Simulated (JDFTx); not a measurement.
The system is LiF (Griceite).

```
F Li
1.0
     0.00000    2.01400    2.01400
     2.01400    0.00000    2.01400
     2.01400    2.01400    0.00000
F Li
1 1
Direct
  0.50000 0.50000 0.50000
  0.00000 0.00000 0.00000
```

Program: JDFTx 1.7.0 (patched build). Alike in all runs: task single point; no spin polarisation; cell as given; k mesh 11 × 11 × 11; cutoff (eV) 1143; smearing fermi-dirac 0.05 eV.

**Question.** Order these runs on this cell by their pressure, lowest first.
A. level PBEsol; potentials or basis PseudoDojo-SR-PBEsol-0.4.1-standard
B. level PBE; potentials or basis PseudoDojo-SR-PBE-0.5-standard
C. level LDA; potentials or basis PseudoDojo-SR-LDA-0.4.1-standard with smoothed tails; local potential set to -Z/r beyond 6 bohr; pseudo rcut 6

**Answer.** C (-6.7 GPa), A (-1.4 GPa), B (1.7 GPa).

Not every run made on this cell is shown here.
